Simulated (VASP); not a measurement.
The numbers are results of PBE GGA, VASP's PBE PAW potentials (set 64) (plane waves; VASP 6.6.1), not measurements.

A VASP calculation is set up with these files.

KPOINTS:
```
Regular mesh
0
Gamma
  6 6 6
```

**INCAR**
```
SYSTEM = ZrO2
PREC = Accurate
ENCUT = 520
EDIFF = 1E-7
NELM = 100
ALGO = Normal
LREAL = .FALSE.
LASPH = .TRUE.
ISMEAR = 0
SIGMA = 0.01
GGA = PE
LMAXMIX = 4
LWAVE = .FALSE.
LCHARG = .FALSE.
LOPTICS = .TRUE.
NBANDS = 171
NEDOS = 1001
CSHIFT = 0.1
```

### POSCAR
```
ZrO2
1
    0.0000000000     5.1865292580     0.0165907448
    5.2533457453     0.0000000000     0.0000000000
    0.0000000000    -0.8757942541    -5.2908372284
Zr O
4 8
Direct
  0.7238138061   0.9567832016   0.7904876849
  0.2761861939   0.4567832016   0.7095123151
  0.2761861939   0.0432167984   0.2095123151
  0.7238138061   0.5432167984   0.2904876849
  0.9317383416   0.6676686106   0.6551028061
  0.0682616584   0.1676686106   0.8448971939
  0.0682616584   0.3323313894   0.3448971939
  0.9317383416   0.8323313894   0.1551028061
  0.5500431407   0.2425499511   0.5223307553
  0.4499568593   0.7425499511   0.9776692447
  0.4499568593   0.7574500489   0.4776692447
  0.5500431407   0.2574500489   0.0223307553
```

POTCAR, in this order: Zr_sv O (PBE.64 set). Program: vasp_std.

The resulting files:

### OSZICAR
```
       N       E                     dE             d eps       ncg     rms          rms(c)
DAV:   1     0.924990232508E+03    0.92499E+03   -0.40808E+04 27360   0.571E+02
DAV:   2    -0.763998371638E+02   -0.10014E+04   -0.92594E+03 30811   0.221E+02
DAV:   3    -0.137186344262E+03   -0.60787E+02   -0.58598E+02 38848   0.485E+01
DAV:   4    -0.139172184822E+03   -0.19858E+01   -0.19714E+01 32088   0.709E+00
DAV:   5    -0.139206677803E+03   -0.34493E-01   -0.34489E-01 31840   0.106E+00    0.516E+01
DAV:   6    -0.115477327923E+03    0.23729E+02   -0.95935E+00 31876   0.176E+01    0.182E+01
DAV:   7    -0.115245952681E+03    0.23138E+00   -0.33206E+00 30840   0.400E+00    0.146E+01
DAV:   8    -0.115295104185E+03   -0.49152E-01   -0.95297E-01 30316   0.309E+00    0.108E+01
DAV:   9    -0.115119084248E+03    0.17602E+00   -0.17030E-01 29669   0.137E+00    0.770E-01
DAV:  10    -0.115118709237E+03    0.37501E-03   -0.16349E-02 31285   0.357E-01    0.535E-01
DAV:  11    -0.115119339442E+03   -0.63021E-03   -0.23266E-03 30133   0.102E-01    0.811E-02
DAV:  12    -0.115119355527E+03   -0.16085E-04   -0.36911E-05 32605   0.144E-02    0.394E-02
DAV:  13    -0.115119427279E+03   -0.71751E-04   -0.85617E-05 29930   0.194E-02    0.133E-02
DAV:  14    -0.115119428407E+03   -0.11283E-05   -0.23880E-06 31733   0.406E-03    0.701E-03
DAV:  15    -0.115119430827E+03   -0.24206E-05   -0.18240E-06 30912   0.271E-03    0.193E-03
DAV:  16    -0.115119430728E+03    0.99182E-07   -0.11573E-07 30304   0.741E-04
   1 F= -.11511943E+03 E0= -.11511943E+03  d E =-.119671E-52
 imaginary and real dielectric function
```

File OUTCAR:
```
------------------------ aborting loop because EDIFF is reached ----------------------------------------
  FORCE on cell =-STRESS in cart. coord.  units (eV):
  Direction    XX          YY          ZZ          XY          YZ          ZX
  --------------------------------------------------------------------------------------
  Total        0.0260984      0.0322388      0.1788585      0.0000000      0.0483622      0.0000000
  in kB        0.2902136      0.3584939      1.9889000      0.0000000      0.5377862      0.0000000
  external PRESSURE =       0.8792025 kB  Pullay stress =       0.0000000 kB
  volume of cell :      144.08
      direct lattice vectors                 reciprocal lattice vectors
     0.000000000  5.186529258  0.016590745     0.000000000  0.192909310 -0.031932350
     5.253345745  0.000000000  0.000000000     0.190354880  0.000000000  0.000000000
     0.000000000 -0.875794254 -5.290837228     0.000000000  0.000604915 -0.189106135
 POSITION                                       TOTAL-FORCE (eV/Angst)
 -----------------------------------------------------------------------------------
      5.02631      3.06178     -4.17033        -0.001115      0.009260      0.005600
      2.39964      0.81106     -3.74933        -0.001115     -0.009260     -0.005600
      0.22703      1.24896     -1.10391         0.001115     -0.009260     -0.005600
      2.85371      3.49967     -1.52491         0.001115      0.009260      0.005600
      3.50749      4.25875     -3.45058         0.003464      0.015911      0.006481
      0.88082     -0.38592     -4.46908         0.003464     -0.015911     -0.006481
      1.74585      0.05198     -1.82366        -0.003464     -0.015911     -0.006481
      4.37252      4.69665     -0.80517        -0.003464      0.015911      0.006481
      1.27420      2.39536     -2.75444        -0.000640     -0.005550     -0.014895
      3.90087      1.47748     -5.16522        -0.000640      0.005550      0.014895
      3.97915      1.91537     -2.51981         0.000640      0.005550      0.014895
      1.35247      2.83326     -0.10902         0.000640     -0.005550     -0.014895
 -----------------------------------------------------------------------------------
    total drift:                               -0.000000      0.000000     -0.000000
  FREE ENERGIE OF THE ION-ELECTRON SYSTEM (eV)
  ---------------------------------------------------
  free  energy   TOTEN  =      -115.1194307282 eV

  energy  without entropy=     -115.1194307282  energy(sigma->0) =     -115.11943073

 plasma frequency squared (from intraband transitions) (eV^2)
  --------------------------------------------------------------------------------------
       0.000       0.000       0.000
       0.000       0.000       0.000
       0.000       0.000       0.000

 plasma frequency squared (from interband transitions, int dw w eps(2)(w)) (eV^2)
  --------------------------------------------------------------------------------------
     702.783       0.000       0.000       0.000       0.000       0.000
       0.000       0.000     702.825       0.000      -0.661      -0.004
       0.000       0.000      -0.661       0.004     702.196       0.000
```
(Selected blocks of OUTCAR.)

The compound is ZrO2 in the monoclinic structure. It was relaxed first.
